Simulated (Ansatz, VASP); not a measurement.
Given: the input of a run of VASP 6.6.1 on GaN.

INCAR

```
ALGO = Normal
EDIFF = 1E-6
ENCUT = 520
GGA = RE
ISIF = 2
ISMEAR = -1
IVDW = 12
LASPH = True
LCHARG = True
LELF = True
LREAL = False
LVHAR = True
LWAVE = False
NBANDS = 26
NELM = 100
PREC = Accurate
SIGMA = 0.05
```

KPOINTS

```
k-points
0
Gamma
  10 10 5
```

POSCAR

```
GaN
1.0
    3.2218469041      0.0000000000      0.0000000000
   -1.6109234521      2.7902012661      0.0000000000
    0.0000000000      0.0000000000      5.2339814801
Ga N
2 2
Direct
    0.6666666667      0.3333333333      0.5000000000
    0.3333333333      0.6666666667      0.0000000000
    0.6666666667      0.3333333333      0.8750000000
    0.3333333333      0.6666666667      0.3750000000
```

Potentials or basis: VASP PAW PBE potentials, release 64 (Ga_d, N).

Launch:

```console
$ cat potpaw_PBE.64/Ga_d/POTCAR potpaw_PBE.64/N/POTCAR > POTCAR
$ mpirun -np 1 vasp_std > vasp.out
```

Task: Translate it to Ansatz 0.2.0. Potentials there: Ansatz PAW.

Result: As run (the cutoff follows the program's own potentials):

The input input.yaml:

```yaml
crystal:
  lattice:
    - [3.2218469041, 0.0, 0.0]
    - [-1.6109234521, 2.7902012661, 0.0]
    - [0.0, 0.0, 5.2339814801]
  atoms:
    - { symbol: Ga, position: [0.6666666667, 0.3333333333, 0.5] }
    - { symbol: Ga, position: [0.3333333333, 0.6666666667, 0.0] }
    - { symbol: "N", position: [0.6666666667, 0.3333333333, 0.875] }
    - { symbol: "N", position: [0.3333333333, 0.6666666667, 0.375] }
hamiltonian:
  xc: revpbe
  pseudopotentials: { kind: paw }
  dispersion: d3bj
kpoints:
  mp_grid: { grid: [10, 10, 5] }
scf:
  occupations: { method: fermi_dirac, width: 0.05 }
output:
  forces: true
  stress: true
  eigenvalues: true
```

Potentials or basis: Ansatz PAW.

The run is started by

```bash
$ ansatz run input.yaml --threads 2 --pin off --max-ram 5120MiB --backend cpu --events-out ev --progress --plain --runs-dir out
```

Both were run:

|  | VASP | Ansatz | Ansatz less VASP |
| --- | --- | --- | --- |
| gap on the k mesh at the Fermi level (eV) | 1.75 | 1.73 | -0.018 |
| least direct gap on the mesh (eV) | 1.75 | 1.73 | -0.018 |
| pressure (GPa) | -4.2 | -4.1 | +0.10 |
| largest component of the traceless stress (GPa) | 1.32 | 1.31 | -0.006 |
| rms of the force components (eV/Å) | 0.070 | 0.072 | +0.0015 |
| dispersion energy (meV/atom) | -475.7 | -475.7 | -0.06 |

Atom by atom the forces differ by 0.001 eV/Å (rms over components).

Caveats: the PAW data sets were made with another functional, which shifts forces and pressure a little (VASP); odd divisions of the mesh miss points on the zone boundary, where band edges often lie, so the gap on the mesh can be too wide (Ansatz); the pressure holds a Pulay correction of +0.5 GPa for the finite cutoff (Ansatz); the PAW data sets come from PBE, with cores solved anew for the run's functional, which leaves a small shift of forces and pressure (Ansatz). A hybrid or GW would open this gap; revPBE tends to underestimate it.
